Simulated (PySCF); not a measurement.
## Electric properties by functional and basis

Compound: triethylamine, C6H15N.
SMILES with atom numbers: `[CH3:1][CH2:2][N:3]([CH2:4][CH3:5])[CH2:6][CH3:7]` (hydrogens: H8, H9, H10 on C1; H11, H12 on C2; H13, H14 on C4; H15, H16, H17 on C5; H18, H19 on C6; H20, H21, H22 on C7)

Structure used (PBE0-D3(BJ)/def2-SVP), in Å, numbered top down from 1:
```xyz
22
C6H15N angstrom
C     -1.7082   -1.6124    0.0963
C     -0.8051   -0.7625    0.9885
N      0.0220    0.2248    0.3232
C     -0.7192    1.3332   -0.2445
C      0.0700    2.6327   -0.2698
C      1.0238   -0.3103   -0.5744
C      2.0299   -1.2233    0.1037
H     -2.4092   -0.9906   -0.4826
H     -1.1286   -2.2159   -0.6195
H     -2.3060   -2.3085    0.7048
H     -0.1520   -1.4242    1.5807
H     -1.4239   -0.2264    1.7277
H     -1.0936    1.1089   -1.2694
H     -1.6185    1.4833    0.3750
H     -0.5484    3.4543   -0.6630
H      0.4033    2.8965    0.7449
H      0.9633    2.5636   -0.9090
H      1.5693    0.5434   -1.0055
H      0.5693   -0.8388   -1.4448
H      2.8396   -1.4848   -0.5939
H      1.5781   -2.1669    0.4456
H      2.4715   -0.7221    0.9786
```

PySCF, dipoles from the SCF density, polarisabilities from static response with core orbitals frozen. Isolated species at its PBE0-D3(BJ)/def2-SVP geometry (one conformer only).

Reference polarisability: 13.380 Å³ (measured, gas; NIST CCCBDB Release 22 (SRD 101), experimental polarizabilities). The anisotropy is √(½[(α1 − α2)² + (α2 − α3)² + (α3 − α1)²]).

| level | μ (D) | α (Å³) | error (%) | anisotropy (Å³) |
| --- | --- | --- | --- | --- |
| LDA/def2-SVPD | 0.473 | 13.51 | +0.9 | 2.25 |
| PBE/def2-SVPD | 0.450 | 13.25 | -0.9 | 2.23 |
| B3LYP/def2-SVPD | 0.504 | 12.79 | -4.4 | 2.06 |
| PBE0/def2-SVPD | 0.505 | 12.66 | -5.4 | 2.06 |
| BHandHLYP/def2-SVPD | 0.555 | 12.26 | -8.3 | 1.93 |
| CAM-B3LYP/def2-SVPD | 0.550 | 12.53 | -6.3 | 1.96 |
| wB97X-D/def2-SVPD | 0.545 | 12.52 | -6.4 | 1.94 |
| LC-wPBE/def2-SVPD | 0.579 | 12.17 | -9.1 | 1.88 |
| HF/def2-SVPD | 0.598 | 11.76 | -12.1 | 1.77 |
| PBE0/6-31G* | 0.479 | 10.70 | -20.0 | 1.96 |
| PBE0/6-31+G* | 0.517 | 11.97 | -10.6 | 1.81 |
| PBE0/def2-SVP | 0.479 | 11.15 | -16.7 | 1.92 |
| PBE0/aug-cc-pVDZ | 0.485 | 13.04 | -2.6 | 2.08 |

For the polarisability, the smallest error is 0.9% (LDA/def2-SVPD and PBE/def2-SVPD) and the largest 20.0% (PBE0/6-31G*). The dipole runs from 0.45 D (PBE/def2-SVPD) to 0.60 D (HF/def2-SVPD). In one basis (def2-SVPD) the functionals order the polarisability from HF (lowest) to LDA (highest), a spread of 15%. With PBE0 the polarisability is 10.92 Å³ without diffuse functions (mean of 6-31G* and def2-SVP) and 12.55 Å³ with them (mean of 6-31+G*, def2-SVPD and aug-cc-pVDZ). Measured values can belong to vibrating molecules and may average over conformers; the computed ones are for one fixed geometry.
